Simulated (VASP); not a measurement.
# GaP (F-43m) in VASP: notebook, part 2 of 2

VASP 6.6.1. Earlier steps stand in the parts before.

### 4 Band structure, PBEsol

This run uses another cell than the first one, of 20.47 Å³/atom, 1.039 times its volume.

The input, POSCAR:

```
GaP                                     
1.0
    0.0000000000      2.7354063719      2.7354063719
    2.7354063719     -0.0000000000      2.7354063719
    2.7354063719      2.7354063719      0.0000000000
  Ga              P             
     1     1
Direct
     0.0000000000000000    0.0000000000000000    0.0000000000000000
     0.7500000000000000    0.7500000000000000    0.7500000000000000
```

The input, INCAR.step1:

```
PREC     = Accurate       # precision mode
ENCUT    = 520            # plane-wave cutoff, eV
EDIFF    = 1E-7           # SCF threshold, eV
ISMEAR   = 0              # smearing method
SIGMA    = 0.02           # smearing width, eV
LREAL    = False          # projectors in reciprocal space
LASPH    = True           # aspherical terms in the spheres
NELM     = 100            # most SCF steps
ALGO     = Normal         # electronic algorithm
ISIF     = 2              # what is computed and relaxed
LWAVE    = False          # write WAVECAR
LCHARG   = True           # write CHGCAR
GGA      = PS             # functional
```

The input, KPOINTS.step1:

```
Automatic mesh
0
Gamma
  3 3 3
```

The input, INCAR.step2:

```
PREC     = Accurate       # precision mode
ENCUT    = 520            # plane-wave cutoff, eV
EDIFF    = 1E-7           # SCF threshold, eV
ISMEAR   = 0              # smearing method
SIGMA    = 0.05           # smearing width, eV
LREAL    = False          # projectors in reciprocal space
LASPH    = True           # aspherical terms in the spheres
NELM     = 100            # most SCF steps
ALGO     = Normal         # electronic algorithm
ISIF     = 2              # what is computed and relaxed
LWAVE    = False          # write WAVECAR
LCHARG   = False          # write CHGCAR
GGA      = PS             # functional
ICHARG   = 11             # starting density
```

The input, KPOINTS.step2:

```
path GXWKGLUWLK,UX
20
line-mode
reciprocal
 0.0000000000  0.0000000000  0.0000000000  G
 0.5000000000  0.0000000000  0.5000000000  X

 0.5000000000  0.0000000000  0.5000000000  X
 0.5000000000  0.2500000000  0.7500000000  W

 0.5000000000  0.2500000000  0.7500000000  W
 0.3750000000  0.3750000000  0.7500000000  K

 0.3750000000  0.3750000000  0.7500000000  K
 0.0000000000  0.0000000000  0.0000000000  G

 0.0000000000  0.0000000000  0.0000000000  G
 0.5000000000  0.5000000000  0.5000000000  L

 0.5000000000  0.5000000000  0.5000000000  L
 0.6250000000  0.2500000000  0.6250000000  U

 0.6250000000  0.2500000000  0.6250000000  U
 0.5000000000  0.2500000000  0.7500000000  W

 0.5000000000  0.2500000000  0.7500000000  W
 0.5000000000  0.5000000000  0.5000000000  L

 0.5000000000  0.5000000000  0.5000000000  L
 0.3750000000  0.3750000000  0.7500000000  K

 0.6250000000  0.2500000000  0.6250000000  U
 0.5000000000  0.0000000000  0.5000000000  X
```

The run is started by

```bash
cat potpaw_PBE.64/Ga_d/POTCAR potpaw_PBE.64/P/POTCAR > POTCAR
cp INCAR.step1 INCAR
cp KPOINTS.step1 KPOINTS
mpirun -np 1 vasp_std > vasp.out
cp INCAR.step2 INCAR
cp KPOINTS.step2 KPOINTS
mpirun -np 1 vasp_std > vasp.out
```

Run time: 28 s. Hardware: 1 thread of Intel Xeon 6975P-C (Granite Rapids), shared host; peak memory 0.24 GiB.

The run converged. Its results:

- Band gap on the k mesh: 1.58 eV, indirect (least direct gap 1.63 eV)
- Band gap along the path: 1.41 eV, indirect (least direct gap 1.63 eV)

Levels at the corners of the path, in eV from the valence-band top:
| point | band 6 | band 7 | band 8 | band 9 | band 10 | band 11 | band 12 | band 13 |
| --- | --- | --- | --- | --- | --- | --- | --- | --- |
| Γ | -12.46 | 0.00 | 0.00 | 0.00 | 1.63 | 3.74 | 3.74 | 3.74 |
| X | -9.48 | -6.83 | -2.71 | -2.71 | 1.46 | 1.66 | 10.42 | 10.47 |
| X | -9.48 | -6.83 | -2.71 | -2.71 | 1.46 | 1.66 | 10.42 | 10.43 |
| W | -9.39 | -6.62 | -3.62 | -3.47 | 4.56 | 4.75 | 5.91 | 5.99 |
| W | -9.39 | -6.62 | -3.62 | -3.47 | 4.56 | 4.75 | 5.91 | 5.99 |
| K | -9.52 | -6.62 | -3.99 | -2.28 | 2.01 | 4.66 | 8.10 | 8.11 |
| K | -9.52 | -6.62 | -3.99 | -2.28 | 2.01 | 4.66 | 8.10 | 8.11 |
| Γ | -12.46 | 0.00 | 0.00 | 0.00 | 1.63 | 3.74 | 3.74 | 3.74 |
| Γ | -12.46 | 0.00 | 0.00 | 0.00 | 1.63 | 3.74 | 3.74 | 3.74 |
| L | -10.40 | -6.69 | -1.13 | -1.13 | 1.50 | 4.57 | 4.57 | 8.01 |
| L | -10.40 | -6.69 | -1.13 | -1.13 | 1.50 | 4.57 | 4.57 | 8.01 |
| U | -9.52 | -6.62 | -3.99 | -2.28 | 2.01 | 4.66 | 8.10 | 8.11 |
| U | -9.52 | -6.62 | -3.99 | -2.28 | 2.01 | 4.66 | 8.10 | 8.11 |
| W | -9.39 | -6.62 | -3.62 | -3.47 | 4.56 | 4.75 | 5.91 | 5.99 |
| W | -9.39 | -6.62 | -3.62 | -3.47 | 4.56 | 4.75 | 5.91 | 5.99 |
| L | -10.40 | -6.69 | -1.13 | -1.13 | 1.50 | 4.57 | 4.57 | 8.01 |
| L | -10.40 | -6.69 | -1.13 | -1.13 | 1.50 | 4.57 | 4.57 | 8.01 |
| K | -9.52 | -6.62 | -3.99 | -2.28 | 2.01 | 4.66 | 8.10 | 8.11 |
| U | -9.52 | -6.62 | -3.99 | -2.28 | 2.01 | 4.66 | 8.10 | 8.11 |
| X | -9.48 | -6.83 | -2.71 | -2.71 | 1.46 | 1.66 | 10.42 | 10.42 |

Caveat: the k mesh is coarse (spacing up to 0.66 Å⁻¹), so the values aren't converged; the log is that of the step along the path at fixed density, whose energy, stress, charges and moments have no meaning; the PAW data sets were made with another functional, which shifts forces and pressure a little; the mesh misses the band edges, which the band path finds closer together.

### 5 The runs side by side

```csv
level,potentials or basis,cell,k mesh,cutoff (eV),mesh quality,gap on the mesh (eV)
LDA,"VASP PAW LDA potentials, release 64 (Ga_d, P)","F-43m, 19.69 Å³/atom",4 × 4 × 4,300,coarse,1.40
r2SCAN,"VASP PAW PBE potentials, release 64 (Ga_d, P)","F-43m, 20.25 Å³/atom",8 × 8 × 8,520,not flagged,1.90
PBEsol,"VASP PAW PBE potentials, release 64 (Ga_d, P)","F-43m, 20.47 Å³/atom",3 × 3 × 3,520,coarse,1.58
```

Alike in all rows: task band structure; no spin polarisation; smearing gaussian 0.02 eV.

Caveats: some runs use coarse meshes; the PAW data sets were made with another functional, which shifts forces and pressure a little (some runs); the cutoff is under 1.25 times the usual one of these potentials, so pressure, stress and relaxed cells hold a basis-set (Pulay) error (some runs); the mesh misses the band edges, which the band path finds closer together (some runs).

Absolute energies hang on the potentials; compare differences alone.

### 6 Against experiment

Step 3. Against the measured gap of GaP, 2.34 eV (indirect; 10 K; quoted in “Stacking defects in GaP nanowires: Electronic structure and optical properties”, 2018, arxiv:1810.01194), the calculated 1.86 eV is off by -0.48 eV. Spin-orbit coupling on Ga is left out. The value is that of r2SCAN, without temperature or zero-point motion. The cell is a database's relaxed one, not the measured one, which moves gaps too.
